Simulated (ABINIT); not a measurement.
**InP: equation of state with PBE**

**The experiment to reproduce.**

A printed reference work, data compilation reports, for a bulk crystal of InP: bulk modulus 71 GPa.

Crystal: InP.

```
In P
1.0
     0.00000    2.93050    2.93050
     2.93050    0.00000    2.93050
     2.93050    2.93050    0.00000
In P
1 1
Cartesian
  0.0000 0.0000 0.0000
  4.3957 4.3957 4.3957
```

```
Program             : ABINIT 10.8.3 (patched build)
Task                : equation of state
Functional          : PBE
Potentials or basis : JTH PAW PBE v2.0
Cutoff              : 544 eV
k mesh              : 8 × 8 × 8
Occupations         : fermi-dirac, width 0.05 eV
Spin                : no spin polarisation
```

```
Equilibrium volume                      : 26.48 Å³/atom
Bulk modulus                            : 59 GPa
Pressure derivative of the bulk modulus : 4.6 (rough: it moves with the points fitted)
```

Energy against volume, from the lowest point:
| volume (Å³/atom) | energy (meV/atom) |
| --- | --- |
| 23.657 | 68.31 |
| 24.160 | 44.15 |
| 24.663 | 25.96 |
| 25.167 | 12.97 |
| 25.670 | 4.48 |
| 26.173 | 0.38 |
| 26.677 | 0.00 |

Wall time 100 s on 1 thread of Intel(R) Xeon(R) Platinum 8375C CPU @ 2.90GHz (Ice Lake), on a shared host, peak memory 0.15 GiB.

Measured bulk modulus of InP: 71 GPa (a printed reference work, data compilation). This calculation gives 59 GPa (-16.7 %). The fit is for a static lattice scaled at fixed shape and fixed fractional positions.

Caveat: the cutoff is too short for stress, so the log's stress isn't used; pressures at fixed basis lie under the slope of the energies. PBE usually gives volumes a little too large and moduli too small.
